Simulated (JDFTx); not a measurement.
Ag under changes of volume

One of the cells (17.048 Å³/atom); the others are scaled copies at fixed shape and fractional positions:

```
CELL_PARAMETERS angstrom
0.00000 2.04275 2.04275
2.04275 0.00000 2.04275
2.04275 2.04275 0.00000
ATOMIC_POSITIONS crystal
Ag 0.00000 0.00000 0.00000
```

| Item | Value |
| --- | --- |
| Program | JDFTx 1.7.0 (patched build) |
| Functional | r2SCAN |
| Potentials or basis | SG15-PBE-1.2 with smoothed tails |
| Cutoff | 1088 eV |
| Density cutoff | 4354 eV |
| k mesh | 11 × 11 × 11 |
| Occupations | fermi-dirac, width 0.05 eV |
| Spin | no spin polarisation |

```tsv
volume (Å³/atom)	energy over the lowest point (meV/atom)	pressure (GPa)
16.025	?	?
16.366	11.95	5.4
16.707	3.39	2.8
17.048	0.00	0.6
17.389	1.05	-1.4
17.730	5.96	-3.1
18.071	14.24	-4.6
```

Question: What does the run at 16.025 Å³/atom give?

Answer: Energy over the lowest point 26.53 meV/atom; pressure 8.5 GPa.

Worked out: A Birch-Murnaghan fit of order 3 (a polynomial in V^(-2/3)) to the other rows has its minimum at 17.13 Å³/atom with B0 = V·E''(V) = 102 GPa and B' = 6.2. It gives 26.41 meV/atom at 16.025 Å³/atom, against the run's 26.53, and -dE/dV = 8.3 GPa, against 8.5.

Energies are extrapolated to zero smearing.

Caveats: the potentials were made for another functional, which shifts forces and pressure.
